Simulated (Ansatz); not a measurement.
TiSi:

```
Ti Si
1.0
     1.81618   -2.11762    0.00000
     1.81618    2.11762    0.00000
     0.00000    0.00000    3.80393
Ti Si
1 1
Direct
  0.50000 0.50000 0.00000
  0.00000 0.00000 0.50000
```

The cell comes from a database or a generator and needn't be the stable form of this composition.

Base run:

```yaml
Program: Ansatz 0.2.0
Functional: PBEsol
Potentials_or_basis: all-electron LAPW, scalar-relativistic
Cutoff: 239 eV (chosen from the basis error)
Basis_error_allowed: 0.001 eV/atom
k_mesh: 10 × 10 × 7
Occupations: fermi-dirac, width 0.05 eV
Spin: no spin polarisation
Hubbard_terms: Ti d U = 2 eV
```

Its results: band gap on the k mesh none (metal or under the smearing width); pressure -1.6 GPa.

Q: The run is repeated on the same cell with these changes: hubbard terms from Ti d U = 2 eV to Ti d U = 6 eV. What comes out?

A: Band gap on the k mesh none (metal or under the smearing width); pressure 8.5 GPa.

Caveats: U is the effective U less J, on atomic orbitals that reach past the spheres; U without spin polarisation on a metal has little footing; the U is typed as a test and isn't derived for this compound.
